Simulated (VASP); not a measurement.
A run of VASP 6.6.1 is set up as follows.

Contents of INCAR:

```
SYSTEM = SnTe
PREC     = Accurate       ! precision mode
ENCUT    = 520            ! plane-wave cutoff, eV
EDIFF    = 1E-6           ! SCF threshold, eV
ISMEAR   = 0              ! smearing method
SIGMA    = 0.019000000000000003 ! smearing width, eV
LREAL    = .False.        ! projectors in reciprocal space
LASPH    = .True.         ! aspherical terms in the spheres
NELM     = 60             ! most SCF steps
ALGO     = Normal         ! electronic algorithm
ISIF     = 2              ! what is computed and relaxed
LWAVE    = .False.        ! write WAVECAR
LCHARG   = .False.        ! write CHGCAR
GGA      = PE             ! functional
```

The input KPOINTS:

```
Automatic mesh
0
Gamma
  7 7 7
  0 0 0
```

Contents of POSCAR:

```
SnTe
1.0
    0.0000000000      3.1508500000      3.1508500000
    3.1508500000      0.0000000000      3.1508500000
    3.1508500000      3.1508500000      0.0000000000
Te Sn
1 1
Direct
    0.5000000000      0.5000000000      0.5000000000
    0.0000000000      0.0000000000      0.0000000000
```

Potentials or basis: VASP PAW PBE potentials, release 64 (Te, Sn_d).

Command:

```bash
$ cat potpaw_PBE.64/Te/POTCAR potpaw_PBE.64/Sn_d/POTCAR > POTCAR
$ mpirun -np 1 vasp_std > vasp.out
```

Q: What does it give for the pressure?

A: 2.2 GPa.

Caveat: this odd mesh misses L, where the gap lies, so gap, dielectric constants and Born charges aren't listed. Spin-orbit coupling is left out, which matters for the levels of Te.
